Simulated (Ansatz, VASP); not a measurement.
**Sb: VASP beside Ansatz**

File INCAR:

```
PREC     = Accurate       # precision mode
ENCUT    = 520            # plane-wave cutoff, eV
EDIFF    = 1E-7           # SCF threshold, eV
ISMEAR   = -1             # smearing method
SIGMA    = 0.05           # smearing width, eV
LREAL    = F              # projectors in reciprocal space
LASPH    = T              # aspherical terms in the spheres
NELM     = 60             # most SCF steps
ALGO     = Normal         # electronic algorithm
ISIF     = 2              # what is computed and relaxed
LWAVE    = F              # write WAVECAR
LCHARG   = F              # write CHGCAR
GGA      = PE             # functional
NBANDS   = 8              # bands
```

File KPOINTS:

```
Automatic mesh
0
Gamma
  10 10 10
```

POSCAR

```
Sb
1.0
   -1.8587811731      1.8587811731      1.8587811731
    1.8587811731     -1.8587811731      1.8587811731
    1.8587811731      1.8587811731     -1.8587811731
Sb
1
Direct
    0.0000000000      0.0000000000      0.0000000000
```

input.yaml

```yaml
crystal:
  lattice:
    - [-1.8587811731, 1.8587811731, 1.8587811731]
    - [1.8587811731, -1.8587811731, 1.8587811731]
    - [1.8587811731, 1.8587811731, -1.8587811731]
  atoms:
    - { symbol: Sb, position: [0.0, 0.0, 0.0] }
hamiltonian:
  xc: pbe
  pseudopotentials: { kind: paw }
kpoints:
  mp_grid: { grid: [10, 10, 10] }
scf:
  occupations: { method: fermi_dirac, width: 0.05 }
output:
  forces: true
  stress: true
  eigenvalues: true
  write_density: true
  write_potential: true
  elf: true
  volumetric_format: npy
```

Change from the starting cell: volume scaled by 0.98.

Alike in both runs: task single point; functional PBE; k mesh 10 × 10 × 10; occupations fermi-dirac, width 0.05 eV; no spin polarisation.

|  | VASP | Ansatz |
| --- | --- | --- |
| version | VASP 6.6.1 | Ansatz 0.2.0 |
| potentials or method | VASP PAW PBE potentials, release 64 (Sb) | Ansatz PAW |
| plane-wave cutoff (eV) | 520 | 420 |
| valence electrons in the cell | 5 | 15 |

Ansatz gave:

| Item | Value |
| --- | --- |
| gap on the k mesh at the Fermi level (eV) | none |
| pressure (GPa) | 4.7 |

Task: Estimate VASP's values.

Result: gap on the k mesh at the Fermi level (eV): none; pressure (GPa): 4.6.

A gap of «none» marks a metal or a gap that the smearing closes. With one functional, cell and mesh, what is left measures potentials, basis and numerics. The two sets of potentials don't hold the same shells in valence.

The runs have no spin-orbit coupling, so splittings on Sb are missing.
